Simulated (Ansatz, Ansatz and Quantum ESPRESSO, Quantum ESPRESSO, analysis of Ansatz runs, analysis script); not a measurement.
# V_N (site 2) in Be3N2 (P6_3/mmc): one cell, two programs (Ansatz and Quantum ESPRESSO)

How far apart do two plane-wave programs put the levels and formation energies of V_N (site 2) in Be3N2 (P6_3/mmc)? Both take a cell of 120 host atoms with 1 N taken out.

Program: Ansatz and Quantum ESPRESSO. Level of theory: two programs on one cell. Results are calculated unless marked as measured.

## 1. Starting point

The cell holds 119 atoms: 72 Be and 47 N. Its edges and angles: a = 9.834 Å, b = 9.834 Å, c = 9.713 Å, α = 90.0°, β = 90.0°, γ = 120.0°. It derives from Be3N2 (space group P6_3/mmc). Nearest the centre at fractional (0.500, 0.667, 0.750): Be106 at 1.64 Å, Be48 at 1.64 Å, Be107 at 1.64 Å, Be97 at 1.67 Å, Be94 at 1.67 Å, N118 at 2.84 Å, N60 at 2.84 Å, N119 at 2.84 Å.

Screening for the image-charge correction: ε∞ = (4.54, 4.54, 5.47) along x, y and z, ε0 = (11.73, 11.73, 35.52) along x, y and z, from a response run on this crystal (DFPT, PBEsol, ph.x of Quantum ESPRESSO) at that run's own cell.

The cell's shortest repeat is 9.7 Å.

## 2. Ansatz: the charge states

Each charge needs its own total energy at its own relaxed structure. The first state starts from small random displacements of the atoms near the defect, and the others from the structure of a charge already relaxed. A uniform background keeps charged cells neutral.

Method: plane-wave PAW DFT, PBEsol. One state in full; the table below says how the others differ.

input.yaml reads:

```yaml
crystal:
  lattice:
    - [8.5162339377, 4.9168499564, 0.0]
    - [-8.5162339377, 4.9168499564, 0.0]
    - [0.0, 0.0, 9.7126053568]
  atoms:
    - { symbol: Be, position: [0.0, 0.3333333334, 0.0782303006] }
    - { symbol: Be, position: [0.1666666666, 0.1666666667, 0.0782303006] }
    - { symbol: Be, position: [0.3333333334, 0.0, 0.0782303006] }
    - { symbol: Be, position: [0.0, 0.1666666666, 0.5782303006] }
    - { symbol: Be, position: [0.1666666666, 0.0, 0.5782303006] }
    - { symbol: Be, position: [0.3388779972, 0.3368290942, 0.5797563717] }
    - { symbol: Be, position: [0.0, 0.1666666666, 0.9217696994] }
    - { symbol: Be, position: [0.1666666666, 0.0, 0.9217696994] }
    - { symbol: Be, position: [0.3388668142, 0.3365959301, 0.9234154752] }
    - { symbol: Be, position: [0.0, 0.3333333334, 0.4217696994] }
    - { symbol: Be, position: [0.1666666666, 0.1666666667, 0.4217696994] }
    - { symbol: Be, position: [0.3333333334, 0.0, 0.4217696994] }
    - { symbol: Be, position: [0.0, 0.0, 0.25] }
    - { symbol: Be, position: [0.1666666666, 0.3333333334, 0.25] }
    - { symbol: Be, position: [0.3333333334, 0.1666666666, 0.25] }
    - { symbol: Be, position: [0.0, 0.0, 0.75] }
    - { symbol: Be, position: [0.1652141062, 0.3323429673, 0.7549807366] }
    - { symbol: Be, position: [0.3333333334, 0.1666666666, 0.75] }
    - { symbol: "N", position: [0.0, 0.0, 0.0] }
    - { symbol: "N", position: [0.1666666666, 0.3333333334, 0.0] }
    - { symbol: "N", position: [0.3333333334, 0.1666666666, 0.0] }
    - { symbol: "N", position: [0.0, 0.0, 0.5] }
    - { symbol: "N", position: [0.1666666666, 0.3333333334, 0.5] }
    - { symbol: "N", position: [0.3333333334, 0.1666666666, 0.5] }
    - { symbol: "N", position: [0.0, 0.3333333334, 0.25] }
    - { symbol: "N", position: [0.1666666666, 0.1666666667, 0.25] }
    - { symbol: "N", position: [0.3333333334, 0.0, 0.25] }
    - { symbol: "N", position: [0.0, 0.1666666666, 0.75] }
    - { symbol: "N", position: [0.1666666666, 0.0, 0.75] }
    - { symbol: "N", position: [0.3280261773, 0.3293631139, 0.7517521071] }
    - { symbol: Be, position: [0.0, 0.8333333333, 0.0782303006] }
    - { symbol: Be, position: [0.1666666666, 0.6666666667, 0.0782303006] }
    - { symbol: Be, position: [0.3367591691, 0.5058170869, 0.0777704957] }
    - { symbol: Be, position: [0.0, 0.6666666666, 0.5782303006] }
    - { symbol: Be, position: [0.1641464601, 0.5018094983, 0.581688538] }
    - { symbol: Be, position: [0.3385905469, 0.8341606217, 0.5768423541] }
    - { symbol: Be, position: [0.0, 0.6666666666, 0.9217696994] }
    - { symbol: Be, position: [0.1718109257, 0.5001969943, 0.9223804562] }
    - { symbol: Be, position: [0.3292378261, 0.8290140058, 0.9246535054] }
    - { symbol: Be, position: [0.0, 0.8333333333, 0.4217696994] }
    - { symbol: Be, position: [0.1666666666, 0.6666666667, 0.4217696994] }
    - { symbol: Be, position: [0.3352608966, 0.4967598569, 0.4194184397] }
    - { symbol: Be, position: [0.0, 0.5, 0.25] }
    - { symbol: Be, position: [0.1666666666, 0.8333333333, 0.25] }
    - { symbol: Be, position: [0.3333333334, 0.6666666666, 0.25] }
    - { symbol: Be, position: [0.0, 0.5, 0.75] }
    - { symbol: Be, position: [0.1666666666, 0.8333333333, 0.75] }
    - { symbol: Be, position: [0.333291099, 0.661561855, 0.7500872415] }
    - { symbol: "N", position: [0.0, 0.5, 0.0] }
    - { symbol: "N", position: [0.1666666666, 0.8333333333, 0.0] }
    - { symbol: "N", position: [0.3329587935, 0.6689909397, 0.0044640132] }
    - { symbol: "N", position: [0.0, 0.5, 0.5] }
    - { symbol: "N", position: [0.1666666666, 0.8333333333, 0.5] }
    - { symbol: "N", position: [0.3373649545, 0.6651109008, 0.5009637487] }
    - { symbol: "N", position: [0.0, 0.8333333333, 0.25] }
    - { symbol: "N", position: [0.1666666666, 0.6666666667, 0.25] }
    - { symbol: "N", position: [0.3333333334, 0.5, 0.25] }
    - { symbol: "N", position: [0.0, 0.6666666666, 0.75] }
    - { symbol: "N", position: [0.1661984868, 0.5024278489, 0.745633176] }
    - { symbol: "N", position: [0.335591809, 0.8312616748, 0.7465247952] }
    - { symbol: Be, position: [0.5, 0.3333333334, 0.0782303006] }
    - { symbol: Be, position: [0.6666666666, 0.1666666667, 0.0782303006] }
    - { symbol: Be, position: [0.8333333333, 0.0, 0.0782303006] }
    - { symbol: Be, position: [0.5, 0.1666666666, 0.5782303006] }
    - { symbol: Be, position: [0.6690689095, 0.0043854057, 0.5748140705] }
    - { symbol: Be, position: [0.8333333333, 0.3333333333, 0.5782303006] }
    - { symbol: Be, position: [0.5, 0.1666666666, 0.9217696994] }
    - { symbol: Be, position: [0.6704267678, 0.0053220752, 0.9236369842] }
    - { symbol: Be, position: [0.8333333333, 0.3333333333, 0.9217696994] }
    - { symbol: Be, position: [0.5, 0.3333333334, 0.4217696994] }
    - { symbol: Be, position: [0.6666666666, 0.1666666667, 0.4217696994] }
    - { symbol: Be, position: [0.8333333333, 0.0, 0.4217696994] }
    - { symbol: Be, position: [0.5, 0.0, 0.25] }
    - { symbol: Be, position: [0.6666666666, 0.3333333334, 0.25] }
    - { symbol: Be, position: [0.8333333333, 0.1666666666, 0.25] }
    - { symbol: Be, position: [0.5023839863, -0.0009327548, 0.7541837853] }
    - { symbol: Be, position: [0.6666666666, 0.3333333334, 0.75] }
    - { symbol: Be, position: [0.8333333333, 0.1666666666, 0.75] }
    - { symbol: "N", position: [0.5, 0.0, 0.0] }
    - { symbol: "N", position: [0.6666666666, 0.3333333334, 0.0] }
    - { symbol: "N", position: [0.8333333333, 0.1666666666, 0.0] }
    - { symbol: "N", position: [0.5, 0.0, 0.5] }
    - { symbol: "N", position: [0.6666666666, 0.3333333334, 0.5] }
    - { symbol: "N", position: [0.8333333333, 0.1666666666, 0.5] }
    - { symbol: "N", position: [0.5, 0.3333333334, 0.25] }
    - { symbol: "N", position: [0.6666666666, 0.1666666667, 0.25] }
    - { symbol: "N", position: [0.8333333333, 0.0, 0.25] }
    - { symbol: "N", position: [0.5, 0.1666666666, 0.75] }
    - { symbol: "N", position: [0.6643711226, -0.0021788626, 0.7546217155] }
    - { symbol: "N", position: [0.8333333333, 0.3333333333, 0.75] }
    - { symbol: Be, position: [0.5037648128, 0.8315698941, 0.076823677] }
    - { symbol: Be, position: [0.6651199358, 0.6697616825, 0.075177067] }
    - { symbol: Be, position: [0.8333333333, 0.5, 0.0782303006] }
    - { symbol: Be, position: [0.5014296472, 0.6722149364, 0.5772395338] }
    - { symbol: Be, position: [0.6655261499, 0.5016431807, 0.5827556822] }
    - { symbol: Be, position: [0.8368603933, 0.8363815625, 0.582134824] }
    - { symbol: Be, position: [0.5056761341, 0.6696739436, 0.923074254] }
    - { symbol: Be, position: [0.6704710919, 0.5057310949, 0.9223575708] }
    - { symbol: Be, position: [0.8330888094, 0.8320773965, 0.9267834751] }
    - { symbol: Be, position: [0.4985188294, 0.8297873607, 0.4176773861] }
    - { symbol: Be, position: [0.6702975633, 0.6674501243, 0.4178615018] }
    - { symbol: Be, position: [0.8333333333, 0.5, 0.4217696994] }
    - { symbol: Be, position: [0.5, 0.5, 0.25] }
    - { symbol: Be, position: [0.6666666666, 0.8333333333, 0.25] }
    - { symbol: Be, position: [0.8333333333, 0.6666666666, 0.25] }
    - { symbol: Be, position: [0.5003520571, 0.5018601773, 0.7451524679] }
    - { symbol: Be, position: [0.6711201577, 0.8328588687, 0.7519425109] }
    - { symbol: Be, position: [0.8333440012, 0.6617369658, 0.7487607879] }
    - { symbol: "N", position: [0.5026328187, 0.501090749, 0.0045956434] }
    - { symbol: "N", position: [0.6711164046, 0.8387424904, -0.0009405033] }
    - { symbol: "N", position: [0.8333333333, 0.6666666666, 0.0] }
    - { symbol: "N", position: [0.5011925305, 0.4959131714, 0.5017106652] }
    - { symbol: "N", position: [0.6716127317, 0.8369155349, 0.4974638164] }
    - { symbol: "N", position: [0.8333333333, 0.6666666666, 0.5] }
    - { symbol: "N", position: [0.5, 0.8333333333, 0.25] }
    - { symbol: "N", position: [0.6666666666, 0.6666666667, 0.25] }
    - { symbol: "N", position: [0.8333333333, 0.5, 0.25] }
    - { symbol: "N", position: [0.6708345956, 0.5011558837, 0.7535018294] }
    - { symbol: "N", position: [0.8380605488, 0.8386670477, 0.7494726862] }
total_charge: 1
basis:
  ecutwfc: 420
  xc_grid: 2
hamiltonian:
  xc: pbesol
  pseudopotentials: { kind: paw, azcp: { folder: soft_1 }, xc_functional: pbe }
kpoints:
  mp_grid: { grid: [1, 1, 1], shift: [0.25, 0.25, 0.25] }
scf:
  occupations: { method: fixed }
  max_iter: 100
output:
  forces: true
  eigenvalues: unsolved
  write_density: true
  write_potential: true
  volumetric_format: npy
relax:
  f_tol: 0.02
  max_steps: 70
```

Launch:

```bash
$ ansatz run input.yaml --threads 4 --pin off --max-ram 16015MiB --backend cpu --events-out ev --progress --plain --runs-dir out
```

Numbers of over 12 decimals in the logs are rounded to 6 here.

The program printed:

```text
[... repeated set-up lines and file paths are left out, and long positions are rounded to six places ...]
settings of this run that can trade accuracy for cost: output.eigenvalues: unsolved. Do not mix this run's numbers with those of runs without the same settings; the input reference describes each key
The last accepted step is kept in <dir> (removed where the run ends without a failure and the disk answers)
Engine: ansatz 0.2.0, x86_64-unknown-linux-gnu
Pseudopotentials: kind: paw
Pseudopotential: Be, paw, valence charge 2, recommended cutoff 420 eV (normal), soft_1/Be.paw.azcp
Pseudopotential: N, paw, valence charge 5, recommended cutoff 420 eV (normal), soft_1/N.paw.azcp
Functional definition: PBEsol
  exchange = pbesol_x
  correlation = pbesol_c
Crystal: 119 atoms, lattice volume = 813.393 Å³
Basis set: ecut = 420 eV, 15933 PW (Γ), exchange–correlation on 144×144×144 points (8 copies of the dense FFT grid, shifted against one another)
[...]
atoms:
    - { symbol: Be, position: [0.002680, 0.334442, 0.078344] }
    - { symbol: Be, position: [0.168519, 0.169218, 0.078355] }
[...]
- { symbol: N, position: [0.335060, 0.336935, 0.749671] }
[...]
- { symbol: Be, position: [0.336843, 0.666886, 0.730877] }
[...]
- { symbol: N, position: [0.170706, 0.501454, 0.749691] }
    - { symbol: N, position: [0.336154, 0.832253, 0.750309] }
[...]
- { symbol: N, position: [0.664949, -0.003276, 0.750251] }
    [... 4 atoms left out ...]
    - { symbol: Be, position: [0.507155, 0.674032, 0.566431] }
    [... 2 atoms left out ...]
    - { symbol: Be, position: [0.493963, 0.659948, 0.934120] }
    [... 8 atoms left out ...]
    - { symbol: Be, position: [0.500481, 0.502667, 0.728234] }
    - { symbol: Be, position: [0.664164, 0.830551, 0.771682] }
    [... 10 atoms left out ...]
    - { symbol: N, position: [0.665907, 0.502486, 0.750287] }
    [... 1 atom left out ...]
settings of this run that can trade accuracy for cost: output.eigenvalues: unsolved. Do not mix this run's numbers with those of runs without the same settings; the input reference describes each key
[key lines of the parts left out:]
SCF converged after 4 iterations
Free energy (F): -24433.353238 eV
Fermi energy:    7.907675 eV
```

It took 50 s on 4 threads of Intel Xeon Platinum 8488C (Sapphire Rapids), shared host; peak memory 1.5 GiB.

The runs, on 4 threads of Intel Xeon Platinum 8488C (Sapphire Rapids), shared host:

| charge | moment held (μB) | k-points | occupations | outcome | force calls | largest force component (eV/Å) | time |
| --- | --- | --- | --- | --- | --- | --- | --- |
| +1 | no spin | one point at (¼, ¼, ¼) | fixed | converged | 7 | 0.019 | 50 s |
| +3 | no spin | one point at (¼, ¼, ¼) | fixed | not converged | - | - | 39 s |
| +3 | no spin | one point at (¼, ¼, ¼) | 0.01 eV wide | converged | 8 | 0.012 | 65 s |
| +2 | 1 | one point at (¼, ¼, ¼) | fixed | converged | 6 | 0.014 | 1.7 min |
| 0 | 1 | one point at (¼, ¼, ¼) | fixed | converged | 7 | 0.0084 | 90 s |

## 3. Quantum ESPRESSO: the charge states

Each charge needs its own total energy at its own relaxed structure. Quantum ESPRESSO starts from the structures that Ansatz relaxed in the same cell. A uniform background keeps charged cells neutral.

Method: Quantum ESPRESSO plane-wave DFT, PBEsol, GBRV 1.5 PBEsol potentials. One state in full; the table below says how the others differ.

pw.in reads:

```
&CONTROL
  calculation = 'relax'
  prefix = 'pwscf'
  outdir = './tmp'
  pseudo_dir = './pseudo'
  tprnfor = .true.
  disk_io = 'low'
  nstep = 70
  forc_conv_thr = 0.00078
  etot_conv_thr = 0.0001
/
&SYSTEM
  ibrav = 0
  nat = 119
  ntyp = 2
  ecutwfc = 40
  ecutrho = 324
  nbnd = 265
  occupations = 'fixed'
  tot_charge = 1
  nosym = .true.
/
&ELECTRONS
  conv_thr = 1d-07
  electron_maxstep = 100
  mixing_beta = 0.5
/
&IONS
  ion_dynamics = 'bfgs'
/
ATOMIC_SPECIES
Be     9.0122 be_pbesol_v1.4.uspp.F.UPF
N     14.0070 n_pbesol_v1.2.uspp.F.UPF
CELL_PARAMETERS angstrom
   8.5162338972    4.9168499798    0.0000000000
  -8.5162338972    4.9168499798    0.0000000000
   0.0000000000    0.0000000000    9.7126053568
ATOMIC_POSITIONS crystal
Be     0.0026802847    0.3344423860    0.0783435272
Be     0.1685192614    0.1692175178    0.0783554282
[... 27 atom lines left out ...]
N      0.3350599514    0.3369346103    0.7496711187
[... 17 atom lines left out ...]
Be     0.3368428463    0.6668858027    0.7308765930
[... 10 atom lines left out ...]
N      0.1707064659    0.5014542235    0.7496912187
N      0.3361536960    0.8322531739    0.7503092485
[... 28 atom lines left out ...]
N      0.6649490262   -0.0032760758    0.7502506535
[... 4 atom lines left out ...]
Be     0.5071552220    0.6740317154    0.5664312760
[... 2 atom lines left out ...]
Be     0.4939631774    0.6599476195    0.9341202924
[... 8 atom lines left out ...]
Be     0.5004814034    0.5026669588    0.7282340120
Be     0.6641639649    0.8305512112    0.7716818144
[... 2 atom lines left out ...]
N      0.6635478756    0.8298559174   -0.0119542653
[... 7 atom lines left out ...]
N      0.6659074997    0.5024864204    0.7502868584
N      0.8303154912    0.8312324600    0.7502216839
K_POINTS crystal
1
0.25 0.25 0.25 1.0
```

pp_potential.in reads:

```
&INPUTPP
  prefix = 'pwscf'
  outdir = './tmp'
  filplot = 'potential.dat'
  plot_num = 11
/
&PLOT
  nfile = 1
  filepp(1) = 'potential.dat'
  iflag = 3
  output_format = 6
  fileout = 'potential.cube'
/
```

Launch:

```bash
$ OMP_NUM_THREADS=1 mpirun -n 4 pw.x -in pw.in > pw.out
$ OMP_NUM_THREADS=1 mpirun -n 4 pp.x -in pp_potential.in > pp_potential.out
```

The program printed:

```text
[shortened: banners, details of potentials and solvers, and blank lines are left out]
     one sub-group per band group will be used
     scalapack distributed-memory algorithm (size of sub-group:  2*  2 procs)
     bravais-lattice index     =            0
     lattice parameter (alat)  =      18.5830  a.u.
     unit-cell volume          =    5489.0461 (a.u.)^3
     number of atoms/cell      =          119
     number of atomic types    =            2
     number of electrons       =       522.00
     number of Kohn-Sham states=          265
     kinetic-energy cutoff     =      40.0000  Ry
     charge density cutoff     =     324.0000  Ry
     scf convergence threshold =      1.0E-07
     mixing beta               =       0.5000
     number of iterations used =            8  plain     mixing
     energy convergence thresh.=      1.0E-04
     force convergence thresh. =      7.8E-04
     Exchange-correlation= SLA  PW   PSX  PSC
                           (   1   4  10   8   0   0   0)
[...]
new trust radius        =       0.0015187197 bohr
[...]
ATOMIC_POSITIONS (crystal)
Be               0.0026835070        0.3344343094        0.0783122670
[...]
Self-consistent Calculation
[...]
k = 0.0000 0.5000 0.2531 ( 23448 PWs)   bands (ev):
   -89.5811 -89.4292 -89.3733 -89.3677 -89.3599 -89.3525 -89.3497 -89.3466
[...]
highest occupied, lowest unoccupied level (ev):     8.3251   11.7614
!    total energy              =   -2977.77555971 Ry
[...]
convergence has been achieved in   6 iterations
     Forces acting on atoms (cartesian axes, Ry/au):
     atom    1 type  1   force =     0.00011970   -0.00001890    0.00002201
[...]
Total force =     0.002012     Total SCF correction =     0.000027
[...]
bfgs converged in   3 scf cycles and   2 bfgs steps
[...]
End of BFGS Geometry Optimization
     Final energy             =   -2977.7755597125 Ry
[...]
ATOMIC_POSITIONS (crystal)
Be               0.0026905515        0.3344255790        0.0782837760
[...]
JOB DONE.
```

Elapsed: 3.9 min, on 4 MPI ranks; peak memory 2.6 GiB; 16 min of CPU time.

The runs, on 4 MPI ranks of Intel Xeon Platinum 8488C (Sapphire Rapids), shared host:

| charge | moment held (μB) | k-points | occupations | outcome | force calls | largest force component (eV/Å) | time |
| --- | --- | --- | --- | --- | --- | --- | --- |
| +1 | no spin | one point at (¼, ¼, ¼) | fixed | converged | 3 | 0.015 | 3.9 min |
| +3 | no spin | one point at (¼, ¼, ¼) | 0.01 eV wide | converged | 3 | 0.015 | 4.1 min |
| +2 | 1 | one point at (¼, ¼, ¼) | fixed | converged | 3 | 0.018 | 7.7 min |
| 0 | 1 | one point at (¼, ¼, ¼) | fixed | converged | 1 | 0.019 | 4.4 min |

## 4. Corrections

A charged cell interacts with its periodic copies and the background. The energy of a point charge, screened by the host's static dielectric constant, removes the leading part. The potential at far atoms (Gaussian weight of 0.7 Å), less the host's and less the model's, gives a shift, which enters times the charge. Each program has its own host run, band edges and elemental references.

Ansatz, by state, in eV:

| charge | moment (μB) | energy over the host, electrons at the valence top | point-charge term | shift at far sites | its spread | correction |
| --- | --- | --- | --- | --- | --- | --- |
| +1 | 0 | 381.411 | 0.119 | -0.096 | 0.032 | 0.023 |
| +3 | 0 | 380.091 | 1.072 | -0.163 | 0.118 | 0.582 |
| +2 | 1 | 380.926 | 0.476 | -0.130 | 0.079 | 0.216 |
| 0 | 1 | 384.279 | 0.000 | -0.069 | 0.031 | 0.000 |

Quantum ESPRESSO, by state, in eV:

| charge | moment (μB) | energy over the host, electrons at the valence top | point-charge term | shift at far sites | its spread | correction |
| --- | --- | --- | --- | --- | --- | --- |
| +1 | 0 | 276.284 | 0.119 | -0.095 | 0.033 | 0.025 |
| +3 | 0 | 275.016 | 1.072 | -0.155 | 0.116 | 0.606 |
| +2 | 1 | 275.823 | 0.476 | -0.126 | 0.077 | 0.225 |
| 0 | 1 | 279.147 | 0.000 | -0.070 | 0.026 | 0.000 |

## 5. Side by side

Gap and levels in eV, each from its own valence top; in brackets without the correction:

| program | gap | (+3/+2) | (+2/+1) | (+1/0) |
| --- | --- | --- | --- | --- |
| Ansatz | 3.244 | 0.470 (0.836) | 0.291 (0.484) | 2.845 (2.868) |
| Quantum ESPRESSO | 3.242 | 0.426 (0.807) | 0.261 (0.461) | 2.838 (2.862) |

Formation energies in eV, Fermi level at the valence top, the exchanged atoms taken from or given to their elements:

| charge | Ansatz | Quantum ESPRESSO | difference |
| --- | --- | --- | --- |
| +3 | 2.196 | 2.320 | 0.124 |
| +2 | 2.666 | 2.746 | 0.080 |
| +1 | 2.957 | 3.007 | 0.050 |
| 0 | 5.803 | 5.845 | 0.042 |

## 6. What came out

| Quantity | Value |
| --- | --- |
| difference in the gap | 0.002 eV |
| largest difference in a level | 0.044 eV |
| largest difference in a formation energy | 0.124 eV |

**Reading.** The corrected levels differ by at most 0.044 eV, at (+3/+2), the gaps by 0.002 eV and the formation energies by 0.124 eV. Ansatz gives (+3/+1) at 0.38 and (+1/0) at 2.85 eV above the valence top, in a gap of 3.24 eV (charges 0 to +3 were run). Quantum ESPRESSO gives (+3/+1) at 0.34 and (+1/0) at 2.84 eV above the valence top, in a gap of 3.24 eV (charges 0 to +3 were run). From the first structures the second relaxations gained under 0.001 eV. The remarks that follow take the numbers of Ansatz. At charge 0, the lowest that was run, an empty one-electron level stands about 3.1 eV above the valence top, so further levels may lie in the gap at charges that weren't run. The potential shift scatters over the far sites; times the charge that is up to 0.35 eV, a measure of how far the corrections hold. Under Be-rich conditions the lowest formation energy of the charges run is negative for Fermi levels from 0.00 to 0.20 eV. The elemental reference is the N2 molecule, taken at 0 K, with no correction of the binding and no zero-point energy. Core time for the states listed: 23 min with Ansatz, the first from displaced ideal sites and the others chained to it, 81 min with Quantum ESPRESSO from relaxed ones, on shared hosts. Agreement tests the programs, not the model: both share the functional (Ansatz's PAW files were made with PBE), the cell, the sampling and the correction. Keep in mind: one k-point off the zone centre stands for the whole zone; the host was not tested for a distortion of lower energy; PBEsol makes the gap too small and tends to spread out bound carriers.

[Logs are printed without paths, hosts, clocks, repeated set-up lines and the standing remarks that a program may print on its own settings, such as how far it seeks lower states.]

[Hosts, paths, dates, database ids (printed as entryN), source tags and the programs' standing remarks are cut or masked in the printed files.]

[Where a table of states has a column of steps, it counts the stored structures, which are thinned; the runs took as many ionic steps or more.]

[For some hosts the program warned that the k-mesh of the response run may be too coarse for force constants and the static dielectric constant; such warnings are not shown here.]
